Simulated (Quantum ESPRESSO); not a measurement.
**Be in Quantum ESPRESSO: convergence with density cutoff**

Input of the first run (density cutoff 144 Ry); the others differ in this setting and in those tied to it:

pw.in

```
&CONTROL
  calculation = 'scf'
  prefix = 'pwscf'
  outdir = './tmp'
  pseudo_dir = './pseudo'
  tprnfor = .true.
  tstress = .true.
  disk_io = 'nowf'
/
&SYSTEM
  ibrav = 0
  nat = 2
  ntyp = 1
  ecutwfc = 36
  ecutrho = 144
  nbnd = 9
  occupations = 'smearing'
  smearing = 'fd'
  degauss = 0.00734986
/
&ELECTRONS
  conv_thr = 4d-10
  electron_maxstep = 120
  mixing_beta = 0.5
/
ATOMIC_SPECIES
Be     9.0122 Be.LDA_PW-JTH.UPF
CELL_PARAMETERS angstrom
   2.2853000000    0.0000000000    0.0000000000
  -1.1426500000    1.9791278553    0.0000000000
   0.0000000000    0.0000000000    3.5842000000
ATOMIC_POSITIONS crystal
Be     0.6746380000    0.3395620000    0.7463890000
Be     0.3459860000    0.6762730000    0.2473220000
K_POINTS automatic
13 13 8 0 0 0
```

Potentials or basis: JTH 2.0 LDA.

The run is started by

```console
$ OMP_NUM_THREADS=1 pw.x -in pw.in > pw.out
```

The cell isn't the ideal one: atoms moved at random, drawn with an rms of 0.02 Å.

Hardware: 1 thread of Arm Neoverse V1, on a shared host.

```tsv
density cutoff	energy less the tightest run, at zero smearing (meV/atom)	SCF cycles	CPU time (s)	peak memory (GiB)
144 Ry	0.20	9	34	0.06
180 Ry	0.11	9	34	0.06
216 Ry	0.02	9	34	0.07
252 Ry	0.00	9	34	0.07
288 Ry	-0.01	9	34	0.07
360 Ry	-0.01	9	34	0.07
432 Ry	-0.01	9	34	0.08
576 Ry	0.00	9	35	0.08
```

Against the tightest run, the energy stays within 1 meV/atom from 144 Ry on. The tightest run that finished is the yardstick and may itself not be fully converged.
